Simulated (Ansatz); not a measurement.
# Li on Pd(111): change of the work function, part 2 of 4

Wanted: Δφ(θ) for Li/Pd(111), starting from the fcc site.

Ansatz 0.2.0; plane-wave DFT, PBE, Ansatz PAW.

So far, work function, upper face (eV): step 2 (the clean slab) 5.27.

### Step 3. The covered slab, k-mesh 4×4×1, coverage 0.111 ML

System of this step: Li/Pd(111). The cell holds 37 atoms: 36 Pd and 1 Li. Cell: a = 8.252 Å, b = 8.252 Å, c = 27.089 Å, α = 90.0°, β = 90.0°, γ = 60.0°. Vacuum lies along c.

The clean slab as it ended is repeated in the plane and the adsorbate is set on one face; the cell's size fixes the coverage, and the k-mesh shrinks with it to keep the sampling density about even. Adsorbate and upper layers relax, since the dipole depends on the height.

File input.yaml:

```yaml
crystal:
  lattice:
    - [8.2519361365, 0.0, 0.0]
    - [4.1259680682, 7.1463863246, 0.0]
    - [0.0, 0.0, 27.0888449073]
  atoms:
    - { symbol: Pd, position: [0.0, 0.0, 0.33224008] }
    - { symbol: Pd, position: [0.1111111111, 0.1111111111, 0.4151484711] }
    - { symbol: Pd, position: [0.2222222222, 0.2222222222, 0.4998324895] }
    - { symbol: Pd, position: [0.0, 0.0, 0.5848761879] }
    - { symbol: Pd, position: [0.0, 0.3333333333, 0.33224008] }
    - { symbol: Pd, position: [0.1111111111, 0.4444444444, 0.4151484711] }
    - { symbol: Pd, position: [0.2222222222, 0.5555555556, 0.4998324895] }
    - { symbol: Pd, position: [0.0, 0.3333333333, 0.5848761879] }
    - { symbol: Pd, position: [0.0, 0.6666666667, 0.33224008] }
    - { symbol: Pd, position: [0.1111111111, 0.7777777778, 0.4151484711] }
    - { symbol: Pd, position: [0.2222222222, 0.8888888889, 0.4998324895] }
    - { symbol: Pd, position: [0.0, 0.6666666667, 0.5848761879] }
    - { symbol: Pd, position: [0.3333333333, 0.0, 0.33224008] }
    - { symbol: Pd, position: [0.4444444444, 0.1111111111, 0.4151484711] }
    - { symbol: Pd, position: [0.5555555556, 0.2222222222, 0.4998324895] }
    - { symbol: Pd, position: [0.3333333333, 0.0, 0.5848761879] }
    - { symbol: Pd, position: [0.3333333333, 0.3333333333, 0.33224008] }
    - { symbol: Pd, position: [0.4444444444, 0.4444444444, 0.4151484711] }
    - { symbol: Pd, position: [0.5555555556, 0.5555555556, 0.4998324895] }
    - { symbol: Pd, position: [0.3333333333, 0.3333333333, 0.5848761879] }
    - { symbol: Pd, position: [0.3333333333, 0.6666666667, 0.33224008] }
    - { symbol: Pd, position: [0.4444444444, 0.7777777778, 0.4151484711] }
    - { symbol: Pd, position: [0.5555555556, 0.8888888889, 0.4998324895] }
    - { symbol: Pd, position: [0.3333333333, 0.6666666667, 0.5848761879] }
    - { symbol: Pd, position: [0.6666666667, 0.0, 0.33224008] }
    - { symbol: Pd, position: [0.7777777778, 0.1111111111, 0.4151484711] }
    - { symbol: Pd, position: [0.8888888889, 0.2222222222, 0.4998324895] }
    - { symbol: Pd, position: [0.6666666667, 0.0, 0.5848761879] }
    - { symbol: Pd, position: [0.6666666667, 0.3333333333, 0.33224008] }
    - { symbol: Pd, position: [0.7777777778, 0.4444444444, 0.4151484711] }
    - { symbol: Pd, position: [0.8888888889, 0.5555555556, 0.4998324895] }
    - { symbol: Pd, position: [0.6666666667, 0.3333333333, 0.5848761879] }
    - { symbol: Pd, position: [0.6666666667, 0.6666666667, 0.33224008] }
    - { symbol: Pd, position: [0.7777777778, 0.7777777778, 0.4151484711] }
    - { symbol: Pd, position: [0.8888888889, 0.8888888889, 0.4998324895] }
    - { symbol: Pd, position: [0.6666666667, 0.6666666667, 0.5848761879] }
    - { symbol: Li, position: [0.1111111111, 0.1111111111, 0.66775992] }
kpoints:
  mp_grid: { grid: [4, 4, 1] }
hamiltonian:
  xc: pbe
scf:
  occupations: { method: fermi_dirac, width: 0.1 }
  convergence: { dr2_threshold: 1.0e-08 }
efield:
  axis: 3
  dipole_correction: true
  ramp_position: 0.97
  ramp_width: 0.06
relax:
  f_tol: 0.02
  max_steps: 60
  constraints:
    - { sites: [0, 1, 4, 5, 8, 9, 12, 13, 16, 17, 20, 21, 24, 25, 28, 29, 32, 33] }
output:
  write_potential: true
  write_density: true
  volumetric_format: npy
```

The run is started by

```
$ ansatz run input.yaml --threads 4 --pin off --max-ram 16384MiB --backend cpu --events-out ev --progress --plain --runs-dir out
```

Numbers of over 12 decimals in the logs are rounded to 6 here.

The log of the run:

```text
[...]
Crystal: 37 atoms, lattice volume = 1597.470 Å³
Basis set: ecut = 420 eV, 31189 PW (Γ), exchange–correlation on 120×120×384 points (8 copies of the dense FFT grid, shifted against one another)
Bands: 391, of which v1, the nominal top of the filled ones, is band 326 counted from 1 (325 counted from 0)
Symmetry: 6 space group operations
[...]
k-points: 4 of 16 (time reversal used)
[...]
SCF iter   1: F=—  HF=-251220.106237 eV  |F-HF|=—  |Δ(HF+E_count)|=         —  Δρ=1.01e-2  dr2=1.20e1  ethr=1.77e-3  p=0.572 e·Å  D=6.48e-2 V/Å  ΔV_dip=-1.76 eV  dr2_dipole=2.43e-1  V_vac-E_F(+/−)=3.14/4.90 eV  ⟨swp⟩=7.0  Hψ=6516  notcnv=0  defer=102
[...]
SCF iter  13: F=-251219.801635 eV  HF=-251219.801635 eV  |F-HF|=2.25e-8  |Δ(HF+E_count)|=   1.20e-7  Δρ=3.45e-7  dr2=5.19e-9  ethr=1.54e-12  p=0.631 e·Å  D=7.15e-2 V/Å  ΔV_dip=-1.94 eV  dr2_dipole=2.60e-11  V_vac-E_F(+/−)=3.32/5.25 eV  ⟨swp⟩=8.0  Hψ=9091  notcnv=0
SCF 1 converged in 13 iterations: F = -251219.801635 eV  dr2 = 5.19e-9
[...]
relax step   1: F+E_penalty+E_count = -251219.80163479 eV  Δ(F+E_penalty+E_count) = +0.000e0 eV  max|allowed force component| = 6.920e-1 eV/Å  Δτ_max = 0.0000 Å  (13 SCF iters, accepted)
[...]
SCF iter  12: F=-251219.896312 eV  HF=-251219.896312 eV  |F-HF|=2.88e-8  |Δ(HF+E_count)|=   4.39e-8  Δρ=4.51e-7  dr2=5.51e-9  ethr=1.54e-12  p=0.521 e·Å  D=5.90e-2 V/Å  ΔV_dip=-1.60 eV  dr2_dipole=1.95e-10  V_vac-E_F(+/−)=3.65/5.25 eV  ⟨swp⟩=8.8  Hψ=9162  notcnv=0
SCF 2 converged in 12 iterations: F = -251219.896312 eV  dr2 = 5.51e-9
relax step   2: F+E_penalty+E_count = -251219.89631155 eV  Δ(F+E_penalty+E_count) = -9.468e-2 eV  max|allowed force component| = 1.038e-1 eV/Å  Δτ_max = 0.1983 Å  (12 SCF iters, accepted)
SCF iter   1: F=—  HF=-251219.898943 eV  |F-HF|=—  |Δ(HF+E_count)|=         —  Δρ=8.53e-4  dr2=1.78e-2  ethr=9.47e-5  p=0.521 e·Å  D=5.90e-2 V/Å  ΔV_dip=-1.60 eV  dr2_dipole=1.88e-3  V_vac-E_F(+/−)=3.65/5.25 eV  ⟨swp⟩=3.8  Hψ=3268  notcnv=0  defer=143
[...]
SCF iter  12: F=-251219.900306 eV  HF=-251219.900306 eV  |F-HF|=9.17e-9  |Δ(HF+E_count)|=   2.06e-8  Δρ=2.79e-7  dr2=2.66e-9  ethr=1.54e-12  p=0.502 e·Å  D=5.69e-2 V/Å  ΔV_dip=-1.54 eV  dr2_dipole=5.88e-11  V_vac-E_F(+/−)=3.71/5.25 eV  ⟨swp⟩=7.8  Hψ=8505  notcnv=0
SCF 3 converged in 12 iterations: F = -251219.900306 eV  dr2 = 2.66e-9
relax step   3: F+E_penalty+E_count = -251219.90030573 eV  Δ(F+E_penalty+E_count) = -3.994e-3 eV  max|allowed force component| = 1.446e-2 eV/Å  Δτ_max = 0.0530 Å  (12 SCF iters, accepted)
NSCF: frozen V_eff on 4 k-points
[...]
WARN: The output density's exchange-correlation potential varies sharply where the density is thin. Do not read a vacuum level from v_tot or v_xc, or from such a field of the output density. On a cell that repeats whose density bears no net charge and no dipole along the vacuum's axis use v_es (v_loc + v_h of the components); under efield.dipole_correction with no amplitude use v_es + v_field, which holds any externa [...]
SCF converged after 12 iterations
Free energy (F): -251219.900306 eV
[...]
Internal energy: -251217.474438 eV  (E = F + TS)
E sigma→0 (E₀):  -251218.687372 eV
Entropy (-TS):   -2.425868 eV (-65.564 meV/atom)
Fermi energy:    3.646759 eV
Dipole field:    D = 0.056890 V/Å  (p = 0.502237 e·Å, saw-weighted, corrected)
Work function:   Φ+ = 3.7116 eV   Φ− = 5.2527 eV
[...]
--- Forces (eV/Å), atoms counted from 1 ---
  atom   1  Pd     0.00512143     0.00295686    -0.30898038
  atom   2  Pd     0.00000000     0.00000000     0.34073407
  atom   3  Pd     0.00561460     0.00324159    -0.01321776
  atom   4  Pd    -0.01040638    -0.00600813     0.00119072
  atom   5  Pd     0.00000000    -0.00591372    -0.30898038
  atom   6  Pd     0.00993911     0.00105415     0.31304339
  atom   7  Pd     0.00110961    -0.00064064    -0.00168045
  atom   8  Pd    -0.00000000     0.01201625     0.00119072
  atom   9  Pd     0.00285144    -0.00164628    -0.30341322
  atom  10  Pd     0.00405663    -0.00913460     0.31304339
  atom  11  Pd     0.00000000    -0.00648318    -0.01321776
  atom  12  Pd     0.00138040    -0.00079697     0.01042036
  atom  13  Pd    -0.00512143     0.00295686    -0.30898038
  atom  14  Pd     0.00588248     0.00808045     0.31304339
  atom  15  Pd    -0.00000000     0.00128127    -0.00168045
  atom  16  Pd     0.01040638    -0.00600813     0.00119072
  atom  17  Pd     0.00125335     0.00072362    -0.30985244
  atom  18  Pd     0.00000000     0.00000000     0.34680164
  atom  19  Pd    -0.00110961    -0.00064064    -0.00168045
  atom  20  Pd     0.00278103     0.00160563     0.01446438
  atom  21  Pd     0.00000000    -0.00144725    -0.30985244
  atom  22  Pd    -0.00405663    -0.00913460     0.31304339
  atom  23  Pd     0.00678145    -0.00391527    -0.01399436
  atom  24  Pd     0.00000000    -0.00321126     0.01446438
  atom  25  Pd    -0.00000000     0.00329256    -0.30341322
  atom  26  Pd    -0.00588248     0.00808045     0.31304339
  atom  27  Pd    -0.00561460     0.00324159    -0.01321776
  atom  28  Pd    -0.00000000     0.00159395     0.01042036
  atom  29  Pd    -0.00125335     0.00072362    -0.30985244
  atom  30  Pd    -0.00993911     0.00105415     0.31304339
  atom  31  Pd    -0.00000000     0.00783054    -0.01399436
  atom  32  Pd    -0.00278103     0.00160563     0.01446438
  atom  33  Pd    -0.00285144    -0.00164628    -0.30341322
  atom  34  Pd     0.00000000     0.00000000     0.19947878
  atom  35  Pd    -0.00678145    -0.00391527    -0.01399436
  atom  36  Pd    -0.00138040    -0.00079697     0.01042036
  atom  37  Li    -0.00000000     0.00000000     0.00990926
  max |Σ_I F_I| component: 5.39e-6 eV/Å
--- Band table (eV) ---
  k-point 0: bands = [... 322 lower, 3.3671, 3.3881, 3.3881, 3.4053, 3.4070, 3.4426, 3.4426, 3.4675, ... 61 higher]
  k-point 1: bands = [... 322 lower, 3.5005, 3.5061, 3.5137, 3.5523, 3.5859, 3.6429, 3.6438, 3.6572, ... 61 higher]
  k-point 2: bands = [... 322 lower, 3.6032, 3.6141, 3.6146, 3.6838, 3.7066, 3.7238, 3.8058, 3.8087, ... 61 higher]
  k-point 3: bands = [... 322 lower, 3.6258, 3.6435, 3.6621, 3.6666, 3.6911, 3.6949, 3.7067, 3.8096, ... 61 higher]
--- Relaxed structure (3 steps of the walk, 3 accepted, 0 SCFs on fresh bases) ---
  F+E_penalty+E_count = -251219.90030573 eV   max|allowed force component| = 1.446e-2 eV/Å
  atoms:
    - { symbol: Pd, position: [1.1111113280699722e-11, 1.1111113280699722e-11, 0.33224008] }
    - { symbol: Pd, position: [0.111111, 0.111111, 0.4151484711] }
    - { symbol: Pd, position: [0.222356, 0.222356, 0.500031] }
    - { symbol: Pd, position: [-0.000752729, -0.000752729, 0.585030] }
    - { symbol: Pd, position: [1.1111112030448567e-11, 0.333333, 0.33224008] }
    - { symbol: Pd, position: [0.111111, 0.444444, 0.4151484711] }
    - { symbol: Pd, position: [0.222433, 0.555450, 0.500189] }
    - { symbol: Pd, position: [-0.000752729, 0.334839, 0.585030] }
    - { symbol: Pd, position: [-2.2222168549745902e-11, 0.666667, 0.33224008] }
    - { symbol: Pd, position: [0.111111, 0.777778, 0.4151484711] }
    - { symbol: Pd, position: [0.222356, 0.888620, 0.500031] }
    - { symbol: Pd, position: [-1.0216295619314142e-5, 0.666672, 0.585191] }
    - { symbol: Pd, position: [0.333333, 1.1111113280699722e-11, 0.33224008] }
    - { symbol: Pd, position: [0.444444, 0.111111, 0.4151484711] }
    - { symbol: Pd, position: [0.555450, 0.222433, 0.500189] }
    - { symbol: Pd, position: [0.334839, -0.000752729, 0.585030] }
    - { symbol: Pd, position: [0.333333, 0.333333, 0.33224008] }
    - { symbol: Pd, position: [0.444444, 0.444444, 0.4151484711] }
    - { symbol: Pd, position: [0.555450, 0.555450, 0.500189] }
    - { symbol: Pd, position: [0.333097, 0.333097, 0.585780] }
    - { symbol: Pd, position: [0.333333, 0.666667, 0.33224008] }
    - { symbol: Pd, position: [0.444444, 0.777778, 0.4151484711] }
    - { symbol: Pd, position: [0.556059, 0.888637, 0.499770] }
    - { symbol: Pd, position: [0.333097, 0.667140, 0.585780] }
    - { symbol: Pd, position: [0.666667, -2.2222204306928902e-11, 0.33224008] }
    - { symbol: Pd, position: [0.777778, 0.111111, 0.4151484711] }
    - { symbol: Pd, position: [0.888620, 0.222356, 0.500031] }
    - { symbol: Pd, position: [0.666672, -1.0216295619387622e-5, 0.585191] }
    - { symbol: Pd, position: [0.666667, 0.333333, 0.33224008] }
    - { symbol: Pd, position: [0.777778, 0.444444, 0.4151484711] }
    - { symbol: Pd, position: [0.888637, 0.556059, 0.499770] }
    - { symbol: Pd, position: [0.667140, 0.333097, 0.585780] }
    - { symbol: Pd, position: [0.666667, 0.666667, 0.33224008] }
    - { symbol: Pd, position: [0.777778, 0.777778, 0.4151484711] }
    - { symbol: Pd, position: [0.888637, 0.888637, 0.499770] }
    - { symbol: Pd, position: [0.666672, 0.666672, 0.585191] }
    - { symbol: Li, position: [0.111111, 0.111111, 0.658484] }
```

The job ended after 9 min (4 threads of Arm Neoverse V1, shared host; peak memory 10 GiB).

Relaxation path:

```csv
step,energy less that of the first step (eV),largest force component (eV/Å)
1,0.0000,0.6920
2,-0.0947,0.1038
3,-0.0987,0.0145
```

Forces are held to the 6 operations that the run works with; a distortion that breaks them can't arise in this run.

The atoms that moved most (Å):

| atom | dx | dy | dz | length |
| --- | --- | --- | --- | --- |
| Li37 | 0.000 | 0.000 | -0.251 | 0.251 |
| Pd32 | 0.003 | -0.002 | 0.024 | 0.025 |
| Pd24 | 0.000 | 0.003 | 0.024 | 0.025 |
| Pd20 | -0.003 | -0.002 | 0.024 | 0.025 |
| Pd8 | 0.000 | 0.011 | 0.004 | 0.012 |
| Pd4 | -0.009 | -0.005 | 0.004 | 0.012 |
| Pd16 | 0.009 | -0.005 | 0.004 | 0.012 |
| Pd15 | 0.000 | 0.002 | 0.010 | 0.010 |

The relaxed structure:

```xyz
37
Lattice="8.2519 0.0000 0.0000 4.1260 7.1464 0.0000 0.0000 0.0000 27.0888" Properties=species:S:1:pos:R:3
Pd    0.0000    0.0000    9.0000
Pd    1.3753    0.7940   11.2459
Pd    2.7523    1.5890   13.5453
Pd   -0.0093   -0.0054   15.8478
Pd    1.3753    2.3821    9.0000
Pd    2.7506    3.1762   11.2459
Pd    4.1273    3.9695   13.5495
Pd    1.3753    2.3929   15.8478
Pd    2.7506    4.7643    9.0000
Pd    4.1260    5.5583   11.2459
Pd    5.5013    6.3504   13.5453
Pd    2.7506    4.7643   15.8521
Pd    2.7506    0.0000    9.0000
Pd    4.1260    0.7940   11.2459
Pd    5.5013    1.5896   13.5495
Pd    2.7600   -0.0054   15.8478
Pd    4.1260    2.3821    9.0000
Pd    5.5013    3.1762   11.2459
Pd    6.8753    3.9695   13.5495
Pd    4.1230    2.3804   15.8681
Pd    5.5013    4.7643    9.0000
Pd    6.8766    5.5583   11.2459
Pd    8.2551    6.3505   13.5382
Pd    5.5013    4.7676   15.8681
Pd    5.5013    0.0000    9.0000
Pd    6.8766    0.7940   11.2459
Pd    8.2503    1.5890   13.5453
Pd    5.5013   -0.0001   15.8521
Pd    6.8766    2.3821    9.0000
Pd    8.2519    3.1762   11.2459
Pd    9.6273    3.9738   13.5382
Pd    6.8795    2.3804   15.8681
Pd    8.2519    4.7643    9.0000
Pd    9.6273    5.5583   11.2459
Pd   10.9995    6.3505   13.5382
Pd    8.2520    4.7643   15.8521
Li    1.3753    0.7940   17.8376
```

Numbers from this step:

- energy at zero smearing: -251218.6874 eV
- work function, upper face: 3.712 eV
- work function, lower face: 5.253 eV
- dipole along the normal: 0.5022 e·Å
- step between the vacuum levels: -1.541 eV

Running mean over 2.246 Å of the planar mean; the ramp of the sawtooth is left out. The electron's electrostatic potential energy less the Fermi level by z:

```csv
z (Å),electron's electrostatic potential energy less the Fermi level (eV)
3.5,5.25
4.0,5.25
4.5,5.25
5.0,5.25
5.5,5.24
6.0,5.20
6.5,5.04
7.0,4.39
7.5,1.80
8.0,-3.10
8.5,-7.02
9.0,-8.25
9.5,-8.43
10.0,-8.48
10.5,-8.51
11.0,-8.56
11.5,-8.50
12.0,-8.20
12.5,-8.07
13.0,-8.32
13.5,-8.49
14.0,-8.26
14.5,-7.86
15.0,-7.89
15.5,-8.19
16.0,-8.08
16.5,-6.41
17.0,-2.21
17.5,1.87
18.0,3.35
18.5,3.53
19.0,3.60
19.5,3.68
20.0,3.70
20.5,3.71
21.0,3.71
21.5,3.71
22.0,3.71
22.5,3.71
23.0,3.71
23.5,3.71
```

The relaxation took 3 steps and lowered the energy by 0.099 eV; the largest force on the free atoms ends at 0.014 eV/Å.

The covered face has 3.71 eV, -1.56 eV against the clean one; the bare back face has moved by +0.00 eV, a measure of how thin the slab is.

(Part 2 of 4 ends here.)

[Logs are printed without paths, hosts, clocks, repeated set-up lines and the standing remarks that a program may print on its own settings, such as how far it seeks lower states.]

[Hosts, paths, dates, database ids (printed as entryN), source tags and the programs' standing remarks are cut or masked in the printed files.]

[Maps of the electrostatic potential energy from Ansatz leave out the sawtooth potential of an applied field or a dipole correction, so their vacuum need not be flat; planar profiles and work functions include it.]
